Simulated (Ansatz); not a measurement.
ZrS2, CdI2 type at its r2SCAN+rVV10 geometry, run in Ansatz 0.2.0 at 3 levels of theory. Calculated for a static, non-magnetic cell.

The r2SCAN input:
```yaml
crystal:
  lattice:
    - [3.6743990845, 0.0, 0.0]
    - [-1.8371995423, 3.1821229508, 0.0]
    - [0.0, 0.0, 5.8568562691]
  atoms:
    - { symbol: Zr, position: [0.0, 0.0, 0.0] }
    - { symbol: S, position: [0.3333333333, 0.6666666667, 0.2462324601] }
    - { symbol: S, position: [0.6666666667, 0.3333333333, 0.7537675399] }
kpoints:
  mp_grid: { grid: [12, 12, 4] }
  band_path:
    path:
      - [0.0, 0.0, 0.0]
      - [0.5, 0.0, 0.0]
      - [0.3333333333, 0.3333333333, 0.0]
      - [0.0, 0.0, 0.5]
      - [0.5, 0.0, 0.5]
      - [0.3333333333, 0.3333333333, 0.5]
      - [-0.088542, 0.041667, 0.0]
      - [0.0, 0.5, 0.5]
    npoints: 1
hamiltonian:
  xc: r2scan
scf:
  occupations: { method: fixed }
  n_extra_bands: 4
output:
  forces: true
  stress: true
  eigenvalues: true
```

Main results, then, where recorded, the levels near the gap in eV from the Fermi energy (columns number the bands from 0), one row a point of the path (Γ, M, K, A, L, H, (-0.089, 0.042, 0), L):
```
Crystal: 3 atoms, lattice volume = 68.481 Å³
Symmetry: 12 space group operations
Space group: P-3m1 (ITA 164)
```
```
Basis set: ecut = 500 eV, 1785 PW (Γ)
k-points: 69 of 576
SCF 1 converged in 6 iterations: F = -6012.035901 eV  dr2 = 3.10e-8
Free energy (F): -6012.035901 eV
Fermi energy:    6.869227 eV
--- Forces (eV/Å), atoms counted from 1 ---
  atom   1  Zr      0.00000      0.00000      0.00000
  atom   2  S       0.00000      0.00000    -0.03681
  atom   3  S       0.00000      0.00000      0.03681
--- Stress (GPa, compression-positive) ---
        0.879784       0.000000       0.000000
        0.000000       0.879784       0.000000
        0.000000       0.000000       0.931108
  P = ⅓ Tr σ = 0.8969 GPa (8.969 kbar)
```
```tsv
band_7	band_8	band_9	band_10	band_11	band_12	band_13	band_14
-3.017	-3.017	-0.206	-0.206	-0.012	1.798	1.798	2.668
-2.714	-2.665	-2.563	-1.962	-1.391	1.355	3.545	3.853
-3.518	-3.518	-2.184	-2.184	-1.544	2.452	3.463	3.463
-2.973	-2.973	-1.884	-0.354	-0.354	1.760	1.760	3.048
-3.394	-2.833	-2.386	-1.105	-0.843	1.181	3.529	3.850
-3.668	-3.190	-2.141	-1.912	-1.912	2.581	3.167	3.167
-3.072	-2.979	-0.597	-0.391	0.000	1.906	1.969	2.722
-3.394	-2.833	-2.386	-1.105	-0.843	1.181	3.529	3.850
```

With r2SCAN the valence top lies at k = (-0.089, 0.042, 0) and the conduction bottom at L, 1.18 eV higher; the smallest vertical gap, at Γ, is 1.81 eV.

Question: In the first input these blocks are replaced (the band path and keys that only write files left aside):
```yaml
kpoints:
  mp_grid: { grid: [6, 6, 4] }
hamiltonian:
  xc: hse06
```
What comes out?

Answer:
```
Basis set: ecut = 420 eV, 1339 PW (Γ)
k-points: 24 of 144
SCF 1 stopped early in 4 iterations: F = -5992.605400 eV  dr2 = 3.67e-5
Exchange kernel: α = 0.2500, screened, ω = 0.2079 Å⁻¹, Wigner–Seitz truncation, v(0) = 1046.3708 eV·Å³, q-mesh 6×6×4
SCF 2 stopped early in 7 iterations: F = -5996.278455 eV  dr2 = 1.13e-6
hybrid outer 1: dexx = +1.268e-2 eV, tail = 1.02e-5 eV
SCF 3 converged in 5 iterations: F = -5996.278365 eV  dr2 = 5.80e-10
hybrid outer 2: dexx = +2.501e-7 eV, tail = 3.87e-9 eV, Δε = 7.37e-4 eV, ΔF = 3.78e-3 eV/Å
Free energy (F): -5996.278365 eV
Fermi energy:    6.559315 eV
--- Forces (eV/Å), atoms counted from 1 ---
  atom   1  Zr      0.00000      0.00000      0.00000
  atom   2  S       0.00000      0.00000    -0.18837
  atom   3  S       0.00000      0.00000      0.18837
--- Stress (GPa, compression-positive) ---
       -0.116232       0.000000       0.000000
        0.000000      -0.116232       0.000000
        0.000000       0.000000       0.530445
  P = ⅓ Tr σ = 0.0993 GPa (0.993 kbar)
```
```tsv
band_7	band_8	band_9	band_10	band_11	band_12	band_13	band_14
-3.209	-3.209	-0.191	-0.191	0.000	2.381	2.381	3.295
-2.985	-2.837	-2.738	-2.111	-1.495	1.843	4.271	4.569
-3.789	-3.789	-2.363	-2.363	-1.710	3.058	4.140	4.140
-3.161	-3.161	-1.988	-0.345	-0.345	2.339	2.339	3.646
-3.699	-3.017	-2.558	-1.196	-0.923	1.678	4.249	4.576
-3.971	-3.488	-2.329	-2.040	-2.040	3.214	3.828	3.828
-3.274	-3.169	-0.609	-0.379	0.012	2.477	2.557	3.355
-3.699	-3.017	-2.558	-1.196	-0.923	1.678	4.249	4.576
```
With HSE06 the valence top lies at k = (-0.089, 0.042, 0) and the conduction bottom at L, 1.67 eV higher; the smallest vertical gap, at Γ, is 2.38 eV. The mean stress is close to zero (0.1 GPa). (The program warns that its thresholds are loose for a hybrid's stress.)

Question: In the first input these blocks are replaced (the band path and keys that only write files left aside):
```yaml
kpoints:
  mp_grid: { grid: [6, 6, 4] }
hamiltonian:
  xc: pbe0
```
What comes out?

Answer:
```
Basis set: ecut = 420 eV, 1339 PW (Γ)
k-points: 24 of 144
SCF 1 stopped early in 4 iterations: F = -5992.605523 eV  dr2 = 3.58e-5
SCF 2 stopped early in 7 iterations: F = -5996.381200 eV  dr2 = 4.50e-6
hybrid outer 1: dexx = +2.131e-2 eV, tail = 2.08e-5 eV
SCF 3 converged in 7 iterations: F = -5996.381165 eV  dr2 = 2.05e-10
hybrid outer 2: dexx = +1.589e-6 eV, tail = 5.37e-9 eV, Δε = 6.36e-4 eV, ΔF = 8.25e-3 eV/Å
Free energy (F): -5996.381166 eV
Fermi energy:    6.211055 eV
--- Forces (eV/Å), atoms counted from 1 ---
  atom   1  Zr      0.00000      0.00000      0.00000
  atom   2  S       0.00000      0.00000    -0.18627
  atom   3  S       0.00000      0.00000      0.18627
--- Stress (GPa, compression-positive) ---
       -0.144221       0.000000       0.000000
        0.000000      -0.144221       0.000000
        0.000000       0.000000       0.475412
  P = ⅓ Tr σ = 0.0623 GPa (0.623 kbar)
```
```tsv
band_7	band_8	band_9	band_10	band_11	band_12	band_13	band_14
-3.267	-3.267	-0.179	-0.179	0.000	3.070	3.070	4.002
-3.041	-2.893	-2.798	-2.153	-1.513	2.537	4.988	5.290
-3.858	-3.858	-2.409	-2.409	-1.748	3.765	4.865	4.865
-3.220	-3.220	-2.042	-0.337	-0.337	3.029	3.029	4.361
-3.766	-3.074	-2.613	-1.210	-0.933	2.363	4.964	5.298
-4.041	-3.556	-2.380	-2.079	-2.079	3.924	4.548	4.548
-3.334	-3.226	-0.607	-0.369	0.012	3.168	3.250	4.063
-3.766	-3.074	-2.613	-1.210	-0.933	2.363	4.964	5.298
```
PBE0 gives an indirect gap of 2.35 eV, from k = (-0.089, 0.042, 0) to L; the least direct gap is 3.07 eV at Γ. The mean stress, +0.1 GPa, is small, and the program warns that its thresholds are loose for a hybrid's stress.

The hybrids run on coarser meshes, which limits their stresses and small splittings of levels.

Totals of different functionals can't be compared.

The runs are scalar-relativistic, without spin-orbit coupling.
